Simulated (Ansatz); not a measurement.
# MoS2 (R3m): one cell under locks on the spin (series 3), part 2 of 3

What does it cost to force the spins of MoS2 (R3m) into other sizes and orders? Cell and atoms stay fixed.

Ansatz 0.2.0; DFT LDA+U (U_eff = 3 eV on Mo d), plane waves, PAW. The steps go on from the part before.

## Step 4: Site moments held (series factor 0.95; the input gives the size)

File input.yaml:

```yaml
crystal:
  lattice:
    - [1.58149989, -0.91307939, 12.24665642]
    - [-1.58149989, -0.91307939, 12.24665642]
    - [0.0, -3.65231756, 12.24665642]
  atoms:
    - { symbol: Mo, position: [0.0, 0.0, 0.0], spin: 1.9 }
    - { symbol: S, position: [0.7484, 0.7484, 0.6258] }
    - { symbol: S, position: [0.5849, 0.5849, 0.70755] }
    - { symbol: Mo, position: [0.0, 0.0, 0.5], spin: 1.9 }
    - { symbol: S, position: [0.7484, 0.7484, 0.1258] }
    - { symbol: S, position: [0.5849, 0.5849, 0.20755] }
basis:
  ecutwfc: 420
  ecutrho_ratio: 4
kpoints:
  mp_grid: { grid: [7, 7, 7] }
hamiltonian:
  xc: lda
  hubbard:
    sites:
      - { site: 0, l: d, u_eff: 3.0, starting_ns: [{ spin: up, occupation_matrix: s0up }, { spin: down, occupation_matrix: s0down }] }
      - { site: 3, l: d, u_eff: 3.0, starting_ns: [{ spin: up, occupation_matrix: s3up }, { spin: down, occupation_matrix: s3down }] }
    occupation_matrices:
      s0up:
        matrix:
          - [0.97, 0.0, 0.0, 0.0, 0.0]
          - [0.0, 0.02003, 0.0, 0.0, -0.0057]
          - [0.0, 0.0, 0.02, 0.0, 0.0]
          - [0.0, 0.0, 0.0, 0.02, 0.0]
          - [0.0, -0.0057, 0.0, 0.0, 0.96997]
      s0down:
        matrix:
          - [0.02, 0.0, 0.0, 0.0, 0.0]
          - [0.0, 0.02, 0.0, 0.0, 0.0]
          - [0.0, 0.0, 0.02, 0.0, 0.0]
          - [0.0, 0.0, 0.0, 0.02, 0.0]
          - [0.0, 0.0, 0.0, 0.0, 0.02]
      s3up:
        matrix:
          - [0.97, 0.0, 0.0, 0.0, 0.0]
          - [0.0, 0.02003, 0.0, 0.0, -0.0057]
          - [0.0, 0.0, 0.02, 0.0, 0.0]
          - [0.0, 0.0, 0.0, 0.02, 0.0]
          - [0.0, -0.0057, 0.0, 0.0, 0.96997]
      s3down:
        matrix:
          - [0.02, 0.0, 0.0, 0.0, 0.0]
          - [0.0, 0.02, 0.0, 0.0, 0.0]
          - [0.0, 0.0, 0.02, 0.0, 0.0]
          - [0.0, 0.0, 0.0, 0.02, 0.0]
          - [0.0, 0.0, 0.0, 0.0, 0.02]
    ns_hold: { iters: 8 }
scf:
  occupations: { method: gaussian, width: 0.05 }
  lower_state_search: "off"
  max_iter: 150
output:
  forces: true
  stress: true
  eigenvalues: true
  populations: true
  hubbard: { sites: [{ site: 0, l: d }, { site: 3, l: d }] }
magnetization:
  spin_polarized: true
  spin_locking: { lock_spins: true }
```

The typed matrices put 0.97 on the chosen orbitals and 0.02 on the others, and are held for 8 cycles. The lock stays on to the end, so the result is a constrained state.

The run is started by

```console
ansatz run input.yaml --threads 4 --pin off --max-ram 6144MiB --backend cpu --events-out ev --progress --plain --runs-dir out
```

The log of the run:

```text
Warning: crystal.symmetry: narrowed to the stabiliser of the occupation matrices — unitary ops 12 → 4; lowered by the specified shells (site 0, l: d), (site 3, l: d); largest admitted image defect 4.4e-16, smallest excluded 7.1e-1 — at a splitting's scale: the group the occupation matrices' own texture admits
Warning: output.stress: scf.convergence.dr2_threshold = 1e-7 eV (the SCF's general default) is looser than the 6e-10 eV advised for a printed stress (1e-10 eV for each atom of the cell: 6). What an SCF threshold leaves in a stress goes as its square root, and in the free energy as the threshold itself, and one threshold admits the most on a small cell: of the crystals measured, under no hybrid functional and no lock of the moments, on runs that ended without the residual-converged pass, on stresses that held no estimate of that error, the worst erred by over 100 MPa in a component at 1e-7 eV an atom and by under 5 at 1e-10. Set scf.convergence.dr2_threshold to 6e-10 eV or tighter. The threshold is an SCF's pass mark: one that does not reach it within its budget of iterations ends unconverged, or closes short of it on a stop that the run arms, and scf.convergence.dr2_threshold's page says what that costs each kind of run
Warning: output.stress: the lock of the moments that magnetization.spin_locking holds to the close lets an SCF meet its threshold on dr2 anywhere within the lock's freeze window, and the stress can move with the moments there: no threshold on dr2 bounds that. The window is the square root of the freeze energy over magnetization.spin_locking.lambda. Set magnetization.spin_locking.freeze_energy_tol to 1e-7 of magnetization.spin_locking.lambda or tighter (1e-7 eV at magnetization.spin_locking.lambda's default), and hold the SCF's own gates tight with it: the threshold on dr2 and, on a non-collinear run, whose gate on the magnetisation can be let go, scf.convergence.magnetization_residual_energy_tol, under 2e-7 eV over the cell's volume in cubic angstroms (a run under these bars is not thereby shown to hold its stress)
Warning: RAYON_NUM_THREADS=4 ignored (pool sized by the plan → 4); use --threads N
basis.fft_grid_basis auto: the FFT boxes are laid along the combinations [[1, 0, -1], [0, 1, -1], [1, 1, -1]] of the cell's own vectors, 3.163, 3.163 and 12.382 Å long. The dense box has 24×24×90 points. Along the cell's own vectors, as sized, it would have 90×90×90, 14.06 times as many. Of the 12 symmetry operations that the crystal satisfies within crystal.symmetry.tolerance (time reversal apart; of a slab, those that keep its plane) the dense box along the cell's own vectors carries 12, and the one as laid loses 8 of those. basis.fft_grid_basis: typed keeps the cell's own vectors: state it where this run's energies or levels are differenced outside the engine with another run's, or held beside a run that keeps those vectors.
Mo: projections on atomic orbitals take those of the free atom [Ar 3d10] 4s2 4p6 4d5 5s1, of charge +0.00 (hamiltonian.pseudopotentials.projection_atoms); the dataset's partial waves leave at most 6.0e-6 of an orbital's norm unspanned inside its sphere
S: projections on atomic orbitals take those of the free atom [Ne] 3s2 3p4, of charge +0.00 (hamiltonian.pseudopotentials.projection_atoms); the dataset's partial waves leave at most 1.6e-7 of an orbital's norm unspanned inside its sphere
Engine: ansatz 0.2.0, aarch64-unknown-linux-gnu
Pseudopotentials: kind: paw
Pseudopotential: Mo, paw, valence charge 14, recommended cutoff 420 eV (normal), Mo.paw.azcp
Pseudopotential: S, paw, valence charge 6, recommended cutoff 420 eV (normal), S.paw.azcp
Functional definition: SPW92
  exchange = slater_x
  correlation = pw_c
Crystal: 6 atoms, lattice volume = 106.108 Å³
Basis set: ecut = 420 eV, 2045 PW (Γ), FFT grids on a1−a3, a2−a3, a1+a2−a3
Bands: 34, of which v1, the nominal top of the filled ones, is band 26 counted from 1 (25 counted from 0)
Symmetry: 4 space group operations
k-points: 100 of 343 (time reversal used)
Non-local potential: Mo, projectors of the file, l = 0: 3, l = 1: 2, l = 2: 2, l = 3: 1
Non-local potential: S, projectors of the file, l = 0: 2, l = 1: 2, l = 2: 2
PAW form: soft (Blöchl's): semilocal exchange-correlation on the pseudo side does not see the compensation charge
PAW frozen core: Mo, regenerated for the run's functional, and the local potential with it (the file was generated under x = pbe(κ = 0.804, μ = 0.2195149727645171), c = pbe(β = 0.06672455060314922))
PAW frozen core: S, regenerated for the run's functional, and the local potential with it (the file was generated under x = pbe(κ = 0.804, μ = 0.2195149727645171), c = pbe(β = 0.06672455060314922))
PAW one-centre angular grid: Mo, 590 points (default); XC on 64 Gauss nodes
PAW one-centre angular grid: S, 110 points (default); XC on 64 Gauss nodes
Initial density: superposition of atomic densities (chi_scale 0.1, normalization cell)
Starting moments: Σ|m| = 3.8 μB on 2 of 6 sites
Initial wavefunctions: pseudopotential atomic-orbital guess
Functional: x = slater, c = lda
SCF iter   1: F=-13145.175517 eV  HF=-13158.869568 eV  |F-HF|=1.37e1  |Δ(HF+E_count)|=         —  Δρ=7.09e-2 (↑7.09e-2 ↓4.29e-2)  dr2=1.58e1  dr2_m=1.04e0  M=2.113 μB ∫|m|=3.011 μB  β_m=0.30  ethr=3.10e-3  ⟨swp⟩=7.2  Hψ=30923  notcnv=0
preconditioner: auto → Kerker (q_TF=auto, 2.423 Å⁻¹)  [metal: Δε(μ)=0.006 eV  Ē_g=9.674 eV  σ=0.050 eV  W_gap=0.07  n_scr=26 (ndim 8)  ℏωp=21.6 eV  f_vac=0.003  D(μ)=4.46/eV (n_scr^D=46)]
spin=Collinear: Kerker preconditioning applied to the charge; magnetization (m = ρ↑ − ρ↓) channel mixes plain (no charge-response kernel on spin).
SCF iter   2: F=-13153.342070 eV  HF=-13156.421903 eV  |F-HF|=3.08e0  |Δ(HF+E_count)|=    2.45e0  Δρ=3.52e-2 (↑3.52e-2 ↓3.06e-2)  dr2=3.91e0  dr2_m=3.46e-1  M=2.590 μB ∫|m|=3.789 μB  β_m=0.45  ethr=3.10e-3  ⟨swp⟩=3.8  Hψ=15330  notcnv=0  defer=412
SCF iter   3: F=-13155.512617 eV  HF=-13155.648734 eV  |F-HF|=1.36e-1  |Δ(HF+E_count)|=   7.73e-1  Δρ=1.09e-2 (↑8.53e-3 ↓1.09e-2)  dr2=2.46e-1  dr2_m=3.90e-2  M=2.493 μB ∫|m|=4.174 μB  β_m=0.63  ethr=3.10e-3  ⟨swp⟩=3.0  Hψ=12597  notcnv=0  defer=412
SCF iter   4: F=-13155.689140 eV  HF=-13155.703952 eV  |F-HF|=1.48e-2  |Δ(HF+E_count)|=   5.52e-2  Δρ=3.86e-3 (↑3.31e-3 ↓3.86e-3)  dr2=3.23e-2  dr2_m=7.33e-3  M=2.524 μB ∫|m|=4.305 μB  β_m=0.63  ethr=4.73e-4  ⟨swp⟩=2.3  Hψ=10308  notcnv=0  defer=417
SCF iter   5: F=-13155.603061 eV  HF=-13155.606063 eV  |F-HF|=3.00e-3  |Δ(HF+E_count)|=   9.79e-2  Δρ=1.16e-3 (↑1.16e-3 ↓1.07e-3)  dr2=6.28e-3  dr2_m=6.11e-4  M=2.496 μB ∫|m|=4.278 μB  β_m=0.81  ethr=6.22e-5  ⟨swp⟩=2.2  Hψ=10190  notcnv=0  defer=417
SCF iter   6: F=-13155.556350 eV  HF=-13155.557326 eV  |F-HF|=9.77e-4  |Δ(HF+E_count)|=   4.87e-2  Δρ=5.60e-4 (↑4.00e-4 ↓5.60e-4)  dr2=1.45e-3  dr2_m=1.37e-4  M=2.489 μB ∫|m|=4.249 μB  β_m=0.88  ethr=1.21e-5  ⟨swp⟩=2.2  Hψ=9935  notcnv=0  defer=417
SCF iter   7: F=-13155.567825 eV  HF=-13155.567864 eV  |F-HF|=3.89e-5  |Δ(HF+E_count)|=   1.05e-2  Δρ=2.03e-4 (↑2.03e-4 ↓1.91e-4)  dr2=1.10e-4  dr2_m=2.40e-5  M=2.496 μB ∫|m|=4.254 μB  β_m=0.94  ethr=2.78e-6  ⟨swp⟩=2.1  Hψ=8145  notcnv=0  defer=417
SCF iter   8: F=-13155.571564 eV  HF=-13155.571571 eV  |F-HF|=7.24e-6  |Δ(HF+E_count)|=   3.71e-3  Δρ=5.33e-5 (↑4.66e-5 ↓5.33e-5)  dr2=1.22e-5  dr2_m=1.33e-6  M=2.497 μB ∫|m|=4.257 μB  β_m=0.97  ethr=2.11e-7  ⟨swp⟩=2.5  Hψ=9435  notcnv=0  defer=417
SCF iter   9: F=-13155.572756 eV  HF=-13155.572756 eV  |F-HF|=1.44e-8  |Δ(HF+E_count)|=   1.18e-3  Δρ=6.07e-6 (↑6.07e-6 ↓5.52e-6)  dr2=1.42e-7  dr2_m=3.98e-9  M=2.497 μB ∫|m|=4.258 μB  β_m=0.97  ethr=2.34e-8  ⟨swp⟩=2.1  Hψ=9267  notcnv=0  defer=417
Mixer restart at iter 9: flushing history
[... 13 lines left out ...]
Constraint outer step 1 at iter 22: max|Δm| = 7.79e-1 μB  λ_eff = 1.000 eV/μB²  [c0 t0: gradient δμ = -1.558e0 eV/μB]
[... 10 lines left out ...]
Constraint outer step 2 at iter 31: max|Δm| = 4.59e-2 μB  λ_eff = 1.000 eV/μB²  [c0 t0: secant δμ = -9.754e-2 eV/μB]
[... 4 lines left out ...]
SCF iter  35: F=-13157.930080 eV  HF=-13157.930099 eV  |F-HF|=2.00e-5  |Δ(HF+E_count)|=   4.46e-3  Δρ=4.74e-5 (↑3.31e-5 ↓4.74e-5)  dr2=2.96e-5  dr2_m=2.60e-7  M=3.777 μB ∫|m|=6.266 μB  β_m=0.93  ethr=1.64e-7  ⟨swp⟩=2.1  Hψ=8987  notcnv=0  defer=440
SCF iter  36: F=-13157.928201 eV  HF=-13157.928201 eV  |F-HF|=5.97e-8  |Δ(HF+E_count)|=   1.90e-3  Δρ=1.93e-5 (↑1.93e-5 ↓1.77e-5)  dr2=1.03e-6  dr2_m=2.43e-7  M=3.777 μB ∫|m|=6.266 μB  ethr=5.69e-8  ⟨swp⟩=2.0  Hψ=9048  notcnv=0  defer=440
Constraint outer step 3 at iter 36: max|Δm| = 1.48e-2 μB  λ_eff = 1.000 eV/μB²  [c0 t0: secant δμ = -4.659e-2 eV/μB]
Mixer restart at iter 36: flushing history
SCF iter  37: F=-13157.929232 eV  HF=-13157.929080 eV  |F-HF|=1.51e-4  |Δ(HF+E_count)|=         —  Δρ=8.74e-4 (↑8.74e-4 ↓5.20e-4)  dr2=3.01e-4  dr2_m=4.47e-4  M=3.822 μB ∫|m|=6.326 μB  β_m=0.93  ethr=1.99e-9  ⟨swp⟩=4.0  Hψ=19035  notcnv=0  defer=440
SCF iter  38: F=-13157.867785 eV  HF=-13157.868127 eV  |F-HF|=3.42e-4  |Δ(HF+E_count)|=   6.10e-2  Δρ=5.01e-4 (↑5.01e-4 ↓1.12e-4)  dr2=4.20e-4  dr2_m=8.20e-5  M=3.809 μB ∫|m|=6.302 μB  β_m=0.79  ethr=5.78e-7  ⟨swp⟩=2.1  Hψ=10720  notcnv=0  defer=440
SCF iter  39: F=-13157.884336 eV  HF=-13157.884340 eV  |F-HF|=4.26e-6  |Δ(HF+E_count)|=   1.62e-2  Δρ=4.37e-5 (↑3.49e-5 ↓4.37e-5)  dr2=8.90e-6  dr2_m=7.14e-7  M=3.815 μB ∫|m|=6.312 μB  β_m=0.83  ethr=5.78e-7  ⟨swp⟩=2.4  Hψ=10113  notcnv=0  defer=438
SCF iter  40: F=-13157.882933 eV  HF=-13157.882935 eV  |F-HF|=2.08e-6  |Δ(HF+E_count)|=   1.41e-3  Δρ=1.74e-5 (↑1.09e-5 ↓1.74e-5)  dr2=3.08e-6  dr2_m=4.26e-8  M=3.815 μB ∫|m|=6.312 μB  β_m=0.92  ethr=1.71e-8  ⟨swp⟩=2.0  Hψ=8904  notcnv=0  defer=438
SCF iter  41: F=-13157.882338 eV  HF=-13157.882338 eV  |F-HF|=4.36e-8  |Δ(HF+E_count)|=   5.97e-4  Δρ=5.37e-6 (↑5.37e-6 ↓5.34e-6)  dr2=1.47e-7  dr2_m=1.72e-8  M=3.815 μB ∫|m|=6.312 μB  β_m=0.96  ethr=5.93e-9  ⟨swp⟩=2.0  Hψ=8945  notcnv=0  defer=438
SCF iter  42: F=-13157.882720 eV  HF=-13157.882720 eV  |F-HF|=8.64e-9  |Δ(HF+E_count)|=   3.82e-4  Δρ=1.61e-6 (↑9.42e-7 ↓1.61e-6)  dr2=1.42e-8  dr2_m=2.94e-10  M=3.815 μB ∫|m|=6.312 μB  β_m=0.98  ethr=1.92e-10  ⟨swp⟩=9.0  Hψ=25369  notcnv=0
SCF iter  43: F=-13157.882677 eV  HF=-13157.882677 eV  |F-HF|=3.82e-10  |Δ(HF+E_count)|=   4.25e-5  Δρ=3.59e-7 (↑3.59e-7 ↓3.37e-7)  dr2=8.19e-10  dr2_m=6.45e-12  M=3.815 μB ∫|m|=6.312 μB  ethr=2.74e-11  ⟨swp⟩=1.9  Hψ=17259  notcnv=0
WARN: hamiltonian.hubbard: on 2 of 4 specified blocks the occupation matrix of this SCF's result fails the test of the specified filling. At site 0 ↑ (sites count from 0 in the list of atoms of the cell that this SCF solves) the least filled combination of the orbitals specified full has occupation 0.829, and the fullest combination of the orbitals specified empty has occupation 0.829; the filling counts as kept where the first is at least 0.75 and exceeds the second by more than 0.25. The same holds at site 3 ↑. The state of this SCF's result may not hold the specified filling, though these bounds can also misjudge a state that does. This warning does not say which state is lower in energy, or whether the specified filling is a self-consistent state at all; see hamiltonian.hubbard.sites[].starting_ns, Limitations, and scf.initial_density.shell_occupations in the input reference
SCF 1 converged in 43 iterations: F = -13157.882677 eV  dr2 = 8.19e-10
this state was not tested for a lower state beside it, because a magnetisation constraint still acts at the end of the SCF (magnetization_constraint; see scf.lower_state_search)
SCF converged after 43 iterations
Magnetization: 3.8153 μB (27.9076 up, 24.0924 down)
Absolute magnetization: 6.3098 μB (∫|ρ↑−ρ↓|, with the PAW one-centre terms)
Spin contamination: 0.6945 ħ² per cell (⟨S²⟩ above its minimum at these occupations)
Per-site moments (μB) at R_I (Å): [(1.8985918541401345, 0.9752095162014326), (-0.25032511665912993, 0.9752095162014326), (-0.250545614539999, 0.9753699509158839), (1.8985918541401345, 0.9752095162014326), (-0.2503251166591299, 0.9752095162014326), (-0.25054561453999846, 0.9753699509158839)]
--- Magnetisation constraints (ε_frz = 1.0e-4 eV) ---
  site  kind      target   achieved (μB)  |Δ|max (μB)  g (eV/μB)  λ_eff  esc  ok   flags
  0     per_site  +1.9000  +1.8986        1.41e-3      -1.70e0    1.000  0    yes
  3     per_site  +1.9000  +1.8986        1.41e-3      -1.70e0    1.000  0    yes
Free energy (F): -13157.882677 eV
Harris-Foulkes:  -13157.882677 eV  (|F-HF|=3.82e-10)
Internal energy: -13157.879388 eV  (E = F + TS)
E sigma→0 (E₀):  -13157.881033 eV
Entropy (-TS):   -0.003289 eV (-0.548 meV/atom)
Fermi energy:    11.068475 eV
--- Per-component energies (eV) ---
  E_band       = -311.498036
  E_kinetic    = 1336.240476
  E_local      = -4102.113714  (includes V_loc(G=0)·N_el)
  E_nonlocal   = 423.946001
  E_hartree    = 1590.350571
  E_xc         = -756.200453
  E_vxc        = -816.586374  (∫ρ·V_xc dr)
  E_hubbard    = 5.194270  (on-site DFT+U / exact-exchange correction)
  E_vhub       = -4.756023  (the Hubbard potential's part of the band-sum identity)
  E_paw        = -8458.740017  (= ΣΔE_a)
  E_vpaw       = -322.456492  (= ΣTr[D̂ρ^β])
  E_aug_tail   = 0.000043  (compensation charges beyond the density's cutoff)
  E_constr_dc  = -6.472310  (∫m·b dr)
  E_ewald      = -3198.114990
  E_core_change = 1.558423  (= ΣΔE_core)
  E_smearing   = -0.003289  (= −TS)
  E_closure    = 0.000003  (closes the sum)
  E_penalty    = 0.004793  (constraint; not in F)
  Σ components = -13157.882677   (vs F -13157.882677, Δ=0.00e0)
--- Specified on-site occupations, and those of the state reported ---
  electrons in the specified blocks: 4.2000 specified, 10.0964 found
  site 0 (l=d) ↑: largest change of an orbital's occupation 0.8091; electrons 2.0000 specified, 3.8018 found; spectral distance 1.1655
  site 3 (l=d) ↑: largest change of an orbital's occupation 0.8091; electrons 2.0000 specified, 3.8018 found; spectral distance 1.1655
  site 0 (l=d) ↓: largest change of an orbital's occupation 0.3134; electrons 0.1000 specified, 1.2464 found; spectral distance 0.5379
  site 3 (l=d) ↓: largest change of an orbital's occupation 0.3134; electrons 0.1000 specified, 1.2464 found; spectral distance 0.5379
--- Forces (eV/Å), atoms counted from 1 ---
  atom   1  Mo     0.00000000     0.00000010     0.02088972
  atom   2  S     -0.00000000    -0.00000024     1.87332853
  atom   3  S      0.00000000     0.00000007    -1.89421747
  atom   4  Mo     0.00000000     0.00000010     0.02088972
  atom   5  S     -0.00000000    -0.00000024     1.87332853
  atom   6  S      0.00000000     0.00000007    -1.89421747
  max |Σ_I F_I| component: 1.56e-6 eV/Å
--- Stress (GPa, compression-positive) ---
       22.732955       0.000000       0.000000
        0.000000      22.732944       0.000003
        0.000000       0.000003      14.980628
  P = ⅓ Tr σ = 20.1488 GPa (201.488 kbar)
--- Band table (eV; the first three rows and the last of 200) ---
  k-point 0 ↑: bands = ["-52.1836", "-52.1827", "-26.4628", "-26.4627", "-26.2694", "-26.2694", "-26.2694", "-26.2694", "-4.2974", "-4.0916", "-2.7351", "-2.3419", "2.7838", "3.3913", "5.4023", "5.4023", "5.4069", "5.4069", "7.3066", "7.3066", "7.3184", "7.3184", "7.5287", "8.1347", "9.5731", "9.7945", "12.4370", "12.4370", "12.5295", "12.5295", "12.7553", "12.7553", "12.8769", "12.8769"]
  k-point 1 ↑: bands = ["-52.1742", "-52.1736", "-26.4488", "-26.4487", "-26.3465", "-26.3464", "-26.2870", "-26.2870", "-3.9871", "-3.7868", "-2.6371", "-2.2860", "3.1303", "3.7049", "5.0442", "5.0465", "5.8075", "5.8125", "6.2668", "6.7451", "6.9413", "6.9533", "8.0794", "8.4995", "9.0891", "9.9278", "11.8275", "11.9872", "12.1740", "12.2083", "12.2992", "12.3969", "12.8744", "12.9650"]
  k-point 2 ↑: bands = ["-52.1562", "-52.1561", "-26.5143", "-26.5142", "-26.4167", "-26.4166", "-26.3259", "-26.3259", "-3.2228", "-3.0565", "-2.3773", "-2.1430", "3.4176", "3.7349", "5.0794", "5.1801", "5.4326", "5.8291", "6.2910", "6.3003", "6.8960", "6.9026", "7.5941", "7.8147", "8.5455", "9.0678", "10.7801", "11.3919", "11.4457", "11.5937", "12.2954", "12.9384", "13.5715", "13.6544"]
  k-point 99 ↓: bands = ["-47.3199", "-47.3198", "-21.7573", "-21.7573", "-21.5134", "-21.5134", "-21.4361", "-21.4361", "-3.8695", "-3.8541", "-2.5048", "-2.4796", "5.0570", "5.1344", "7.6566", "7.7057", "7.9179", "7.9831", "8.7154", "8.7498", "8.9011", "8.9501", "9.2720", "9.3011", "12.3513", "12.3711", "14.2169", "14.2403", "14.5673", "14.5974", "14.6208", "14.6936", "14.8929", "14.9272"]
Occupation matrices written to <dir>
--- Löwdin populations: 6 sites ---
  site symbol       q [e]    m [muB]
     0     Mo     13.5653     2.6085
     1      S      6.1169    -0.3653
     2      S      6.1201    -0.3660
     3     Mo     13.5653     2.6085
     4      S      6.1169    -0.3653
     5      S      6.1201    -0.3660
  spilling = 0.007605 (of n_electrons = 52.000000)
--- Occupation matrices: 2 shells (run DFT+U table (all-electron-ortho-atomic); ε = 7.84e-4) ---
  Mo0 d_4D: site group C3v (3m)
  Mo0 d_4D up     Tr n = 3.8018  λ = 0.604 0.604 0.829 0.829 0.935  [2× xz 0.50 E(1.00) | 2× x2-y2 0.50 E(1.00) | z2 1.00 A1(1.00)]
  Mo0 d_4D dn     Tr n = 1.2464  λ = 0.149 0.215 0.215 0.333 0.333  [z2 1.00 A1(1.00) | 2× x2-y2 0.50 E(1.00) | 2× xz 0.50 E(1.00)]
  specified occupation → Mo0 d_4D up: matrix, ‖Δ‖_F = 1.1655, Tr Δ = -1.8018, displaced = 1.0766, d_λ = 1.1655; orbital distance = 0.7071
  specified occupation → Mo0 d_4D dn: matrix, ‖Δ‖_F = 0.5379, Tr Δ = -1.1464, displaced = 0.5732, d_λ = 0.5379; orbital distance = 0.0000
  Mo3 d_4D: site group C3v (3m)
  Mo3 d_4D up     Tr n = 3.8018  λ = 0.604 0.604 0.829 0.829 0.935  [2× xz 0.50 E(1.00) | 2× x2-y2 0.50 E(1.00) | z2 1.00 A1(1.00)]
  Mo3 d_4D dn     Tr n = 1.2464  λ = 0.149 0.215 0.215 0.333 0.333  [z2 1.00 A1(1.00) | 2× x2-y2 0.50 E(1.00) | 2× xz 0.50 E(1.00)]
  specified occupation → Mo3 d_4D up: matrix, ‖Δ‖_F = 1.1655, Tr Δ = -1.8018, displaced = 1.0766, d_λ = 1.1655; orbital distance = 0.7071
  specified occupation → Mo3 d_4D dn: matrix, ‖Δ‖_F = 0.5379, Tr Δ = -1.1464, displaced = 0.5732, d_λ = 0.5379; orbital distance = 0.0000
  Tr n, λ and their labels are of the run-group-symmetrised matrices; stabiliser: 12 of 24 elements of G0×{1,Θ} (closed), max defect 7.0e-9 at τ = 1.7e-4
```

It took 75 s on 4 threads of Arm Neoverse V2, shared host; peak memory 0.85 GiB.

End state: no gap, pressure 20.1 GPa, moments in spheres Mo 1.90; S -0.25 μB, largest force component 1.89 eV/Å, 4 symmetry operations imposed. The program reports that the typed filling wasn't kept.

The shells' filling, with natural orbitals sorted by occupation:

```csv
shell,channel,electrons,over 0.8,0.2 to 0.8,under 0.2
Mo 4d (atom 1),up,3.80,3,2,0
Mo 4d (atom 1),down,1.25,0,4,1
```

(Continued in part 3 of 3.)
